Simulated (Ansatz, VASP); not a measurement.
Al2O3 in VASP and in Ansatz

The input INCAR:

```
ALGO = Normal
EDIFF = 1E-6
ENCUT = 520
GGA = PE
ISIF = 2
ISMEAR = 0
LASPH = T
LCHARG = F
LREAL = F
LWAVE = F
NBANDS = 35
NELM = 100
PREC = Accurate
SIGMA = 0.05
```

KPOINTS

```
k-points
0
Gamma
  6 6 6
```

File POSCAR:

```
Al2O3
1.0
    2.3361145659      1.3487563735      4.1380376010
   -2.3361145659      1.3487563735      4.1380376010
    0.0000000000     -2.6975127469      4.1380376010
Al O
4 6
Direct
    0.8521293568      0.8521293568      0.8521293568
    0.6478706432      0.6478706432      0.6478706432
    0.1478706432      0.1478706432      0.1478706432
    0.3521293568      0.3521293568      0.3521293568
    0.0561574040      0.4438425960      0.7500000000
    0.7500000000      0.0561574040      0.4438425960
    0.4438425960      0.7500000000      0.0561574040
    0.9438425960      0.5561574040      0.2500000000
    0.2500000000      0.9438425960      0.5561574040
    0.5561574040      0.2500000000      0.9438425960
```

Input for Ansatz:

```yaml
crystal:
  lattice:
    - [2.3361145659, 1.3487563735, 4.138037601]
    - [-2.3361145659, 1.3487563735, 4.138037601]
    - [0.0, -2.6975127469, 4.138037601]
  atoms:
    - { symbol: Al, position: [0.8521293568, 0.8521293568, 0.8521293568] }
    - { symbol: Al, position: [0.6478706432, 0.6478706432, 0.6478706432] }
    - { symbol: Al, position: [0.1478706432, 0.1478706432, 0.1478706432] }
    - { symbol: Al, position: [0.3521293568, 0.3521293568, 0.3521293568] }
    - { symbol: O, position: [0.056157404, 0.443842596, 0.75] }
    - { symbol: O, position: [0.75, 0.056157404, 0.443842596] }
    - { symbol: O, position: [0.443842596, 0.75, 0.056157404] }
    - { symbol: O, position: [0.943842596, 0.556157404, 0.25] }
    - { symbol: O, position: [0.25, 0.943842596, 0.556157404] }
    - { symbol: O, position: [0.556157404, 0.25, 0.943842596] }
basis:
  ecutwfc: 520.0
kpoints:
  mp_grid: { grid: [6, 6, 6] }
hamiltonian:
  xc: pbe
  pseudopotentials: { kind: paw, azcp: { folder: soft_1 } }
scf:
  occupations: { method: gaussian, width: 0.05 }
output:
  forces: true
  stress: true
  eigenvalues: true
```

Alike in both runs: task single point; functional PBE; k mesh 6 × 6 × 6; occupations gaussian, width 0.05 eV; no spin polarisation.

```csv
,VASP,Ansatz
version,VASP 6.6.1,Ansatz 0.2.0
potentials or method,"VASP PAW PBE potentials, release 64 (Al, O)","scalar-relativistic, plane waves, PAW"
plane-wave cutoff (eV),520,520
valence electrons in the cell,48,48
```

```csv
,VASP,Ansatz,Ansatz less VASP
gap on the k mesh at the Fermi level (eV),7.05,7.05,-0.001
least direct gap on the mesh (eV),7.05,7.05,-0.001
rms of the force components (eV/Å),0.095,0.089,-0.0061
```

Atom by atom the forces differ by 0.006 eV/Å (rms over components).

 A k mesh can miss the band edges.
